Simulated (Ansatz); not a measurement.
## Sr under changes of volume

One of the cells (56.319 Å³/atom); the others are scaled copies at fixed shape and fractional positions:

```
Sr
1.0
     0.00000    3.04235    3.04235
     3.04235    0.00000    3.04235
     3.04235    3.04235    0.00000
Sr
1
Direct
  0.00000 0.00000 0.00000
```

- Program: Ansatz 0.2.0
- Functional: PBEsol
- Potentials or basis: all-electron LAPW, scalar-relativistic
- Cutoff: 69 eV (chosen from the basis error)
- Basis error allowed: 0.001 eV/atom
- k mesh: 8 × 8 × 8
- Occupations: fermi-dirac, width 0.05 eV
- Spin: no spin polarisation

| volume (Å³/atom) | energy over the lowest point (meV/atom) | pressure (GPa) |
| --- | --- | --- |
| 52.940 | 0.00 | -0.3 |
| 54.067 | 2.93 | -0.5 |
| 55.193 | ? | ? |
| 56.319 | 13.38 | -0.9 |
| 57.446 | 20.60 | -1.1 |
| 58.572 | 28.96 | -1.2 |
| 59.698 | 38.37 | -1.4 |

**Question.** What does the run at 55.193 Å³/atom give?

**Answer.** Energy over the lowest point 7.44 meV/atom; pressure -0.7 GPa.

Worked out: A Birch-Murnaghan fit of order 3 (a polynomial in V^(-2/3)) to the other rows has its minimum at 51.68 Å³/atom, just outside them, with B0 = V·E''(V) = 12.9 GPa and B' = 3.9. It gives 7.44 meV/atom at 55.193 Å³/atom, against the run's 7.44, and -dE/dV = -0.7 GPa, against -0.7.

Energies are extrapolated to zero smearing.

The runs don't all hold the same shells in valence.
